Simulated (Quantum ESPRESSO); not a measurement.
Here is a Quantum ESPRESSO 7.5 calculation.

File pw.in:

```
&CONTROL
  calculation = 'scf'
  prefix = 'pwscf'
  outdir = './tmp'
  pseudo_dir = './pseudo'
  tprnfor = .true.
  tstress = .true.
  disk_io = 'low'
/
&SYSTEM
  ibrav = 0
  nat = 2
  ntyp = 2
  ecutwfc = 45
  ecutrho = 360
  nbnd = 10
  occupations = 'smearing'
  smearing = 'fd'
  degauss = 0.00367493
/
&ELECTRONS
  conv_thr = 4d-10
  electron_maxstep = 120
  mixing_beta = 0.5
/
ATOMIC_SPECIES
Al    26.9815 al_pbesol_v1.uspp.F.UPF
O     15.9990 o_pbesol_v1.2.uspp.F.UPF
CELL_PARAMETERS angstrom
   2.7691900000    0.0000000000    0.0000000000
   0.0000000000    2.7691900000    0.0000000000
   0.0000000000    0.0000000000    2.7691900000
ATOMIC_POSITIONS angstrom
Al     1.3845950000    1.3845950000    1.3845950000
O      0.0000000000    0.0000000000    0.0000000000
K_POINTS automatic
8 8 8 0 0 0
```

File nscf.in:

```
&CONTROL
  calculation = 'nscf'
  prefix = 'pwscf'
  outdir = './tmp'
  pseudo_dir = './pseudo'
  disk_io = 'low'
/
&SYSTEM
  ibrav = 0
  nat = 2
  ntyp = 2
  ecutwfc = 45
  ecutrho = 360
  nbnd = 16
  occupations = 'smearing'
  smearing = 'fd'
  degauss = 0.00367493
  nosym = .true.
  noinv = .true.
/
&ELECTRONS
  conv_thr = 1d-09
  electron_maxstep = 120
  mixing_beta = 0.5
  diago_full_acc = .true.
  startingwfc = 'random'
/
ATOMIC_SPECIES
Al    26.9815 al_pbesol_v1.uspp.F.UPF
O     15.9990 o_pbesol_v1.2.uspp.F.UPF
CELL_PARAMETERS angstrom
   2.7691900000    0.0000000000    0.0000000000
   0.0000000000    2.7691900000    0.0000000000
   0.0000000000    0.0000000000    2.7691900000
ATOMIC_POSITIONS angstrom
Al     1.3845950000    1.3845950000    1.3845950000
O      0.0000000000    0.0000000000    0.0000000000
K_POINTS crystal
216
  0.00000000   0.00000000   0.00000000 4.62962963e-03
  0.00000000   0.00000000   0.16666667 4.62962963e-03
  0.00000000   0.00000000   0.33333333 4.62962963e-03
  0.00000000   0.00000000   0.50000000 4.62962963e-03
  0.00000000   0.00000000   0.66666667 4.62962963e-03
  0.00000000   0.00000000   0.83333333 4.62962963e-03
[... 208 lines left out ...]
  0.83333333   0.83333333   0.66666667 4.62962963e-03
  0.83333333   0.83333333   0.83333333 4.62962963e-03
```

Contents of pw2wan.in:

```
&INPUTPP
  prefix = 'pwscf'
  outdir = './tmp'
  seedname = 'w'
  write_mmn = .true.
  write_amn = .true.
/
```

bands.in

```
&CONTROL
  calculation = 'bands'
  prefix = 'pwscf'
  outdir = './tmp'
  pseudo_dir = './pseudo'
  disk_io = 'low'
/
&SYSTEM
  ibrav = 0
  nat = 2
  ntyp = 2
  ecutwfc = 45
  ecutrho = 360
  nbnd = 16
  occupations = 'smearing'
  smearing = 'fd'
  degauss = 0.00367493
/
&ELECTRONS
  conv_thr = 1d-08
  electron_maxstep = 120
  mixing_beta = 0.5
  diago_full_acc = .true.
  startingwfc = 'random'
/
ATOMIC_SPECIES
Al    26.9815 al_pbesol_v1.uspp.F.UPF
O     15.9990 o_pbesol_v1.2.uspp.F.UPF
CELL_PARAMETERS angstrom
   2.7691900000    0.0000000000    0.0000000000
   0.0000000000    2.7691900000    0.0000000000
   0.0000000000    0.0000000000    2.7691900000
ATOMIC_POSITIONS angstrom
Al     1.3845950000    1.3845950000    1.3845950000
O      0.0000000000    0.0000000000    0.0000000000
K_POINTS crystal
71
  0.00000000   0.00000000   0.00000000 1
  0.00000000   0.05555600   0.00000000 1
  0.00000000   0.11111100   0.00000000 1
  0.00000000   0.16666700   0.00000000 1
  0.00000000   0.22222200   0.00000000 1
  0.00000000   0.27777800   0.00000000 1
  0.00000000   0.33333300   0.00000000 1
  0.00000000   0.38888900   0.00000000 1
  0.00000000   0.44444400   0.00000000 1
  0.00000000   0.50000000   0.00000000 1
  0.05555600   0.50000000   0.00000000 1
  0.11111100   0.50000000   0.00000000 1
  0.16666700   0.50000000   0.00000000 1
  0.22222200   0.50000000   0.00000000 1
  0.27777800   0.50000000   0.00000000 1
  0.33333300   0.50000000   0.00000000 1
  0.38888900   0.50000000   0.00000000 1
  0.44444400   0.50000000   0.00000000 1
  0.50000000   0.50000000   0.00000000 1
  0.46153800   0.46153800   0.00000000 1
  0.42307700   0.42307700   0.00000000 1
  0.38461500   0.38461500   0.00000000 1
  0.34615400   0.34615400   0.00000000 1
  0.30769200   0.30769200   0.00000000 1
  0.26923100   0.26923100   0.00000000 1
  0.23076900   0.23076900   0.00000000 1
  0.19230800   0.19230800   0.00000000 1
  0.15384600   0.15384600   0.00000000 1
  0.11538500   0.11538500   0.00000000 1
  0.07692300   0.07692300   0.00000000 1
  0.03846200   0.03846200   0.00000000 1
  0.00000000   0.00000000   0.00000000 1
  0.03125000   0.03125000   0.03125000 1
  0.06250000   0.06250000   0.06250000 1
  0.09375000   0.09375000   0.09375000 1
  0.12500000   0.12500000   0.12500000 1
  0.15625000   0.15625000   0.15625000 1
  0.18750000   0.18750000   0.18750000 1
  0.21875000   0.21875000   0.21875000 1
  0.25000000   0.25000000   0.25000000 1
  0.28125000   0.28125000   0.28125000 1
  0.31250000   0.31250000   0.31250000 1
  0.34375000   0.34375000   0.34375000 1
  0.37500000   0.37500000   0.37500000 1
  0.40625000   0.40625000   0.40625000 1
  0.43750000   0.43750000   0.43750000 1
  0.46875000   0.46875000   0.46875000 1
  0.50000000   0.50000000   0.50000000 1
  0.46153800   0.50000000   0.46153800 1
  0.42307700   0.50000000   0.42307700 1
  0.38461500   0.50000000   0.38461500 1
  0.34615400   0.50000000   0.34615400 1
  0.30769200   0.50000000   0.30769200 1
  0.26923100   0.50000000   0.26923100 1
  0.23076900   0.50000000   0.23076900 1
  0.19230800   0.50000000   0.19230800 1
  0.15384600   0.50000000   0.15384600 1
  0.11538500   0.50000000   0.11538500 1
  0.07692300   0.50000000   0.07692300 1
  0.03846200   0.50000000   0.03846200 1
  0.00000000   0.50000000   0.00000000 1
  0.50000000   0.50000000   0.00000000 1
  0.50000000   0.50000000   0.05555600 1
  0.50000000   0.50000000   0.11111100 1
  0.50000000   0.50000000   0.16666700 1
  0.50000000   0.50000000   0.22222200 1
  0.50000000   0.50000000   0.27777800 1
  0.50000000   0.50000000   0.33333300 1
  0.50000000   0.50000000   0.38888900 1
  0.50000000   0.50000000   0.44444400 1
  0.50000000   0.50000000   0.50000000 1
```

File w.win:

```
num_wann = 8
num_bands = 16
guiding_centres = true
dis_froz_max = 12.17
dis_num_iter = 600
dis_mix_ratio = 0.5
dis_conv_tol = 1.0d-9
num_iter = 0
search_shells = 100
kmesh_tol = 1.0d-4
conv_tol = 1.0d-8
conv_window = 4
num_print_cycles = 200
fermi_energy = 10.1745
bands_plot = true
write_hr = true
mp_grid = 6 6 6
begin projections
Al: s;p
O: s;p
end projections
begin unit_cell_cart
ang
  2.7691900000   0.0000000000   0.0000000000
  0.0000000000   2.7691900000   0.0000000000
  0.0000000000   0.0000000000   2.7691900000
end unit_cell_cart
begin atoms_frac
Al   0.5000000000   0.5000000000   0.5000000000
O    0.0000000000   0.0000000000   0.0000000000
end atoms_frac
begin kpoint_path
G   0.0000000000   0.0000000000   0.0000000000  X   0.0000000000   0.5000000000   0.0000000000
X   0.0000000000   0.5000000000   0.0000000000  M   0.5000000000   0.5000000000   0.0000000000
M   0.5000000000   0.5000000000   0.0000000000  G   0.0000000000   0.0000000000   0.0000000000
G   0.0000000000   0.0000000000   0.0000000000  R   0.5000000000   0.5000000000   0.5000000000
R   0.5000000000   0.5000000000   0.5000000000  X   0.0000000000   0.5000000000   0.0000000000
M   0.5000000000   0.5000000000   0.0000000000  R   0.5000000000   0.5000000000   0.5000000000
end kpoint_path
bands_num_points = 9
begin kpoints
  0.00000000   0.00000000   0.00000000
  0.00000000   0.00000000   0.16666667
  0.00000000   0.00000000   0.33333333
  0.00000000   0.00000000   0.50000000
  0.00000000   0.00000000   0.66666667
  0.00000000   0.00000000   0.83333333
[... 208 lines left out ...]
  0.83333333   0.83333333   0.66666667
  0.83333333   0.83333333   0.83333333
end kpoints
```

Potentials or basis: GBRV 1.5 PBEsol.

Run with:

```console
$ OMP_NUM_THREADS=1 pw.x -in pw.in > pw.out
$ OMP_NUM_THREADS=1 pw.x -in nscf.in > nscf.out
$ wannier90.x -pp w
$ OMP_NUM_THREADS=1 pw2wannier90.x -in pw2wan.in > pw2wan.out
$ wannier90.x w
$ OMP_NUM_THREADS=1 pw.x -in bands.in > bands.out
```

Task: Estimate the total Wannier spread.

Result: 9.12 Å² over 8 functions.

Task: Predict the RMS miss of the Wannier bands.

Result: 0.015 eV.

Task: Estimate the band gap on the k mesh.

Result: None (metal or under the smearing width).

Task: Predict the pressure.

Result: -4.3 GPa.

Levels at the corners of the path, in eV from the Fermi level:
```
point  band 2  band 3  band 4  band 5  band 6  band 7  band 8  band 9
    Γ   -4.94   -4.45   -4.45   -4.45    5.60    5.60   10.92   10.92
    X  -10.29   -3.88   -3.88    0.10    2.14    8.64    9.55    9.55
    M   -8.04   -8.04   -3.39   -2.45    4.94    4.94    7.97   13.27
    Γ   -4.94   -4.45   -4.45   -4.45    5.60    5.60   10.92   10.92
    R   -6.47   -6.47   -6.47    0.59    0.59    0.59    4.34   12.60
    X  -10.29   -3.88   -3.88    0.10    2.14    8.64    9.55    9.55
    M   -8.04   -8.04   -3.39   -2.45    4.94    4.94    7.97   13.27
    R   -6.47   -6.47   -6.47    0.59    0.59    0.59    4.34   12.60
```

Caveat: an odd number of electrons without spin polarisation forces a metal; a magnetic or distorted state may lie lower.
